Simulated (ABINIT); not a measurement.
# Ti (P6_3/mmc) in ABINIT: equation of state

How stiff is Ti in PBEsol, and what volume does it want? The cell is scaled to several volumes.

Everything below comes from runs of ABINIT 10.8.3 (patched build). Logs are shortened: lines on timing, memory, paths and dates and some standing lists are left out, and cuts for length are marked. The log counts tension as positive stress, the text compression.

## 1. The crystal as given

Symmetry: P6_3/mmc, No. 194, hexagonal system. The conventional cell has a = 2.950 Å, b = 2.950 Å, c = 4.680 Å, α = 90.00°, β = 90.00°, γ = 120.00°. Ti (site symmetry -6m2) has 12 Ti at 2.89 to 2.95 Å as nearest neighbours.

## 2. Equation of state, PBEsol

Input file run.abi:

```
ndtset 7
getwfk -1
scalecart1 3*0.9795861087
scalecart2 3*0.9864848297
scalecart3 3*0.9932883884
scalecart4 3*1.0000000000
scalecart5 3*1.0066227096
scalecart6 3*1.0131594038
scalecart7 3*1.0196128224

pp_dirpath "./"
pseudos "Ti.upf"

acell 3*1.0
rprim
     5.5746920676     0.0000000000     0.0000000000
    -2.7873460338     4.8278249489     0.0000000000
     0.0000000000     0.0000000000     8.8439182632
ntypat 1
znucl 22
natom 2
typat 1 1
xred
     0.6666666667     0.3333333333     0.7500000000
     0.3333333333     0.6666666667     0.2500000000

ecut 42.0

kptopt 1
ngkpt 10 10 6
nshiftk 1
shiftk 0.0 0.0 0.0

ixc -116133

nband 16
occopt 3
tsmear 0.00183747

nstep 100
tolvrs 1.0e-10

iomode 3
prtwf 1
prtden 0
prteig 0
prtebands 0
```

Potentials or basis: PseudoDojo NC SR PBEsol v0.4.1 standard.

Started as:

```bash
> abinit run.abi > log 2>&1
```

run.abo:

```text
.Version 10.8.3 of ABINIT
 DATASET    1 : space group P6_3/m m c (#194); Bravais hP (primitive hexag.)
================================================================================
 Values of the parameters that define the memory need for DATASET  1.
     intxc =       0    ionmov =       0      iscf =       7    lmnmax =       6
     lnmax =       6     mgfft =      54  mpssoang =       3    mqgrid =    3001
     natom =       2  nloc_mem =       1    nspden =       1   nspinor =       1
    nsppol =       1      nsym =      24    n1xccc =    2501    ntypat =       1
    occopt =       3   xclevel =       2
       mpw =        2930          nfft =       55296          nkpt =          56
================================================================================
================================================================================
[... 61 lines left out ...]
 DATASET    7 : space group P6_3/m m c (#194); Bravais hP (primitive hexag.)
================================================================================
 Values of the parameters that define the memory need for DATASET  7.
     intxc =       0    ionmov =       0      iscf =       7    lmnmax =       6
     lnmax =       6     mgfft =      54  mpssoang =       3    mqgrid =    3001
     natom =       2  nloc_mem =       1    nspden =       1   nspinor =       1
    nsppol =       1      nsym =      24    n1xccc =    2501    ntypat =       1
    occopt =       3   xclevel =       2
       mpw =        3305          nfft =       69984          nkpt =          56
================================================================================
================================================================================

--------------------------------------------------------------------------------
------------- Echo of variables that govern the present computation ------------
--------------------------------------------------------------------------------
 -outvars: echo values of preprocessed input variables --------
            acell      1.0000000000E+00  1.0000000000E+00  1.0000000000E+00 Bohr
              amu      4.78800000E+01
             ecut      4.20000000E+01 Hartree
           getwfk          -1
                       outvar_i_n : Printing only first  50 k-points.
              ixc     -116133
           jdtset        1    2    3    4    5    6    7
                       outvar_i_n : Printing only first  50 k-points.
         kptrlatt       10    0    0      0   10    0      0    0    6
          kptrlen1     5.19802769E+01
          kptrlen2     5.23463472E+01
          kptrlen3     5.27073679E+01
          kptrlen4     5.30635096E+01
          kptrlen5     5.34149338E+01
          kptrlen6     5.37617937E+01
          kptrlen7     5.41042348E+01
            natom           2
            nband          16
           ndtset           7
            ngfft1         32      32      54
            ngfft2         36      36      54
            ngfft3         36      36      54
[... 66 lines left out ...]
                       7.7934092672E-17  3.2816748148E+00  2.2543431154E+00
             xred      6.6666666667E-01  3.3333333333E-01  7.5000000000E-01
                       3.3333333333E-01  6.6666666667E-01  2.5000000000E-01
            znucl       22.00000

================================================================================

 chkinp: Checking input parameters for consistency, jdtset=   1.

 chkinp: Checking input parameters for consistency, jdtset=   2.
[... 29 lines left out ...]
 getcut: wavevector=  0.0000  0.0000  0.0000  ngfft=  32  32  54
         ecut(hartree)=     42.000   => boxcut(ratio)=   2.00862

--- Pseudopotential description ------------------------------------------------
- pspini: atom type   1  psp file is ./Ti.upf
12 -116133 2 -1 1586                          pspcod,pspxc,lmax,lloc,mmax
     nproj     2     2     2

   7.08921687E+02                                ecore*ucvol(ha*bohr**3)
--------------------------------------------------------------------------------

================================================================================

--- !BeginCycle
iteration_state: {dtset: 1, }
solver: {iscf: 7, nstep: 100, nline: 4, wfoptalg: 0, }
tolerances: {tolvrs: 1.00E-10, }
...
[... 1045 lines left out ...]
-Cartesian components of stress tensor (GPa)         [Pressure= -1.0788E+01 GPa]
- sigma(1 1)=  1.06101646E+01  sigma(3 2)=  0.00000000E+00
- sigma(2 2)=  1.06101646E+01  sigma(3 1)=  0.00000000E+00
- sigma(3 3)=  1.11431783E+01  sigma(2 1)=  0.00000000E+00

== END DATASET(S) ==============================================================
================================================================================

 -outvars: echo values of variables after computation  --------
            acell      1.0000000000E+00  1.0000000000E+00  1.0000000000E+00 Bohr
           etotal1    -1.1860179345E+02
           etotal2    -1.1860177846E+02
           etotal3    -1.1860138016E+02
           etotal4    -1.1860063230E+02
           etotal5    -1.1859956596E+02
           etotal6    -1.1859820966E+02
           etotal7    -1.1859658969E+02
            fcart1    -2.4653900505E-29 -7.1169680465E-29 -0.0000000000E+00
                       2.4653900505E-29  7.1169680465E-29 -0.0000000000E+00
            fcart2     4.8962979933E-29  8.4806368932E-29 -0.0000000000E+00
                      -4.8962979933E-29 -8.4806368932E-29 -0.0000000000E+00
            fcart3    -1.4588281959E-28 -2.8075161719E-29 -0.0000000000E+00
                       1.4588281959E-28  2.8075161719E-29 -0.0000000000E+00
            fcart4    -6.0376546151E-29 -6.2745147310E-29 -0.0000000000E+00
                       6.0376546151E-29  6.2745147310E-29 -0.0000000000E+00
            fcart5     3.5987592317E-29  4.8480707593E-29 -0.0000000000E+00
                      -3.5987592317E-29 -4.8480707593E-29 -0.0000000000E+00
[... 38 lines left out ...]
                       0.0000000000E+00  0.0000000000E+00  0.0000000000E+00
           xangst1     1.4448895093E+00  8.3420734718E-01  3.4383472392E+00
                       1.7368241863E-17  1.6684146944E+00  1.1461157464E+00
           xangst2     1.4550651228E+00  8.4008224036E-01  3.4625617499E+00
                      -2.4434753105E-17  1.6801644807E+00  1.1541872500E+00
           xangst3     1.4651003719E+00  8.4587609411E-01  3.4864422409E+00
                       1.2132576710E-17  1.6917521882E+00  1.1621474136E+00
           xangst4     1.4749999990E+00  8.5159164648E-01  3.5099999976E+00
                      -2.9598923428E-17  1.7031832930E+00  1.1699999992E+00
           xangst5     1.4847684956E+00  8.5723149066E-01  3.5332457083E+00
                      -4.8478454023E-17  1.7144629813E+00  1.1777485694E+00
           xangst6     1.4944101196E+00  8.6279808483E-01  3.5561895049E+00
                       4.3706808355E-17  1.7255961697E+00  1.1853965016E+00
           xangst7     1.5039289120E+00  8.6829376220E-01  3.5788410042E+00
                       4.1240945766E-17  1.7365875244E+00  1.1929470014E+00
             xred      6.6666666667E-01  3.3333333333E-01  7.5000000000E-01
                       3.3333333333E-01  6.6666666667E-01  2.5000000000E-01
 Calculation completed.
```

Wall time 25 min (1 thread of AMD EPYC, shared host); peak memory 0.15 GiB.

What came out:

| Item | Value |
| --- | --- |
| Equilibrium volume | 16.74 Å³/atom |
| Bulk modulus at fixed shape and positions | 118 GPa |
| Pressure derivative of the bulk modulus | 3.5 |

Energy against volume, from the lowest point:
```csv
volume (Å³/atom),energy (meV/atom)
16.577,0.00
16.930,0.20
17.283,5.62
17.636,15.80
17.988,30.31
18.341,48.76
18.694,70.80
```

Caveat: pressures at fixed basis lie under the slope of the energies; the cell was scaled at fixed shape and fractional positions, which overstates the stiffness of a crystal with free parameters, most of all of layers and chains.
